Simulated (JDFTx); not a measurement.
The system is AlFe.

```
Fe Al
1.0
     2.91000    0.00000    0.00000
     0.00000    2.91000    0.00000
     0.00000    0.00000    2.91000
Fe Al
1 1
Direct
  0.50000 0.50000 0.50000
  0.00000 0.00000 0.00000
```

```yaml
Program: JDFTx 1.7.0 (patched build)
Task: relaxation of cell and atoms
Functional: PBEsol
Potentials_or_basis: PseudoDojo-SR-PBE-0.5-standard with smoothed tails
Cutoff: 1225 eV
Density_cutoff: 9796 eV
k_mesh: 4 × 4 × 4
Occupations: fermi-dirac, width 0.05 eV
Spin: collinear spin, ferromagnetic start
Starting_moments: "[3.0, 0.0] μB"
```

At the start: pressure -12.1 GPa; volume 12.32 Å³/atom.

Problem. How do energy, volume and symmetry change on relaxing?

Solution. Over 6 steps the energy falls by 37.7 meV/atom and the volume is 11.42 Å³/atom (-7.3 %); space group Pm-3m (No. 221, to 0.05 Å); moment 0.20 μB per cell.

Step by step:
```tsv
step	energy change (eV)	largest force (eV/Å)	pressure (GPa)	volume (Å³)
1	0.0000	0.0000	-12.06	24.64
2	-0.0327	0.0000	-9.02	24.15
3	-0.0753	0.0000	-0.30	22.87
4	-0.0754	0.0000	0.02	22.83
5	-0.0754	0.0000	0.00	22.83
6	-0.0754	0.0000	0.00	22.83
```

Final structure:
```xyz
2
Lattice="2.8370 0.0000 0.0000 0.0000 2.8370 0.0000 0.0000 0.0000 2.8370" Properties=species:S:1:pos:R:3 pbc="T T T"
Fe    1.4185    1.4185    1.4185
Al    0.0000    0.0000    0.0000
```

Caveat: the k mesh is coarse (spacing up to 0.54 Å⁻¹), so the values aren't converged; the plane waves are those of the starting cell, so after so large a change of volume the result is rough; the potentials were made for another functional, which shifts forces and pressure.
